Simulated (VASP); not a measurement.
Set up this calculation in VASP 6.6.1, as the native input.

- Task: relaxation of cell and atoms
- Functional: PBEsol
- Potentials or basis: VASP PAW PBE potentials, release 64 (Cd, O)
- Cutoff: 600 eV
- k mesh: 12 × 12 × 12
- Occupations: gaussian, width 0.03 eV
- Spin: no spin polarisation
- Further INCAR settings: ALGO = Normal; EDIFF = 1e-07; IBRION = 2; EDIFFG = -0.005; NSW = 90; ISIF = 3

The structure of CdO lies in POSCAR:

```
CdO                                     
1.0
    0.0000000000      2.3523961159      2.3523961159
    2.3523961159     -0.0000000000      2.3523961159
    2.3523961159      2.3523961159     -0.0000000000
  Cd              O             
     1     1
Direct
     0.0000000000000000    0.0000000000000000    0.0000000000000000
     0.5000000000000000    0.5000000000000000    0.5000000000000000
```

The input as run:

INCAR

```
  ALGO = Normal
  EDIFF = 1E-7
  EDIFFG = -0.005
  ENCUT = 600
  GGA = PS
  IBRION = 2
  ISIF = 3
  ISMEAR = 0
  KPAR = 2
  LASPH = True
  LCHARG = False
  LREAL = False
  LWAVE = False
  NELM = 80
  NSW = 90
  PREC = Accurate
  SIGMA = 0.03
```

KPOINTS

```
k-points
0
Gamma
  12 12 12
```

Potentials or basis: VASP PAW PBE potentials, release 64 (Cd, O).

The run is started by

```bash
$ cat potpaw_PBE.64/Cd/POTCAR potpaw_PBE.64/O/POTCAR > POTCAR
$ mpirun -np 2 vasp_std > vasp.out
```

Results of the run:

| Property | Result |
| --- | --- |
| Pressure after relaxing | 0.0 GPa |
| Band gap on the k mesh | none (metal or under the smearing width) |

Caveat: the relaxation stopped at its first step, so nothing moved; the PAW data sets were made with another functional, which shifts forces and pressure a little; this crystal is a semiconductor, whose small gap the functional closes, so the metal is an error of the method.

It took 7.6 s on 2 MPI ranks on Intel(R) Xeon(R) 6975P-C (Granite Rapids), on a shared host, peak memory 0.16 GiB a rank.
